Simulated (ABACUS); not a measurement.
# La2O3: equation of state with PBEsol

La2O3:

```
CELL_PARAMETERS angstrom
3.93078 0.00000 0.00000
-1.96539 3.40415 0.00000
0.00000 0.00000 6.11195
ATOMIC_POSITIONS crystal
La 0.33333 0.66667 0.24624
La 0.66667 0.33333 0.75376
O 0.00000 0.00000 0.00000
O 0.33333 0.66667 0.64589
O 0.66667 0.33333 0.35411
```

The cell is a database's computed one.

```json
{
 "Program": "ABACUS 3.10.1",
 "Task": "equation of state",
 "Functional": "PBEsol",
 "Potentials or basis": "PseudoDojo NC SR 0.4.1 PBEsol standard",
 "Cutoff": "1510 eV",
 "Density cutoff": "6041 eV",
 "Basis": "plane waves",
 "k mesh": "8 × 8 × 5",
 "Occupations": "fermi-dirac, width 0.05 eV",
 "Spin": "no spin polarisation"
}
```

```yaml
Equilibrium_volume: 15.95 Å³/atom
Bulk_modulus_at_fixed_shape_and_positions: 142 GPa
Pressure_derivative_of_the_bulk_modulus: 4.3
```

Energy against volume, from the lowest point:
```csv
volume (Å³/atom),energy (meV/atom)
15.375,9.55
15.703,1.55
16.030,0.00
16.357,4.23
16.684,13.66
17.011,27.73
17.338,45.98
```

All runs of the series together: 21 min on 4 threads of Intel(R) Xeon(R) Platinum 8375C CPU @ 2.90GHz (Ice Lake), on a shared host.

Caveat: the cell was scaled at fixed shape and fractional positions, which overstates the stiffness of a crystal with free parameters, most of all of layers and chains. Spin-orbit coupling is left out, which matters for the levels of La.
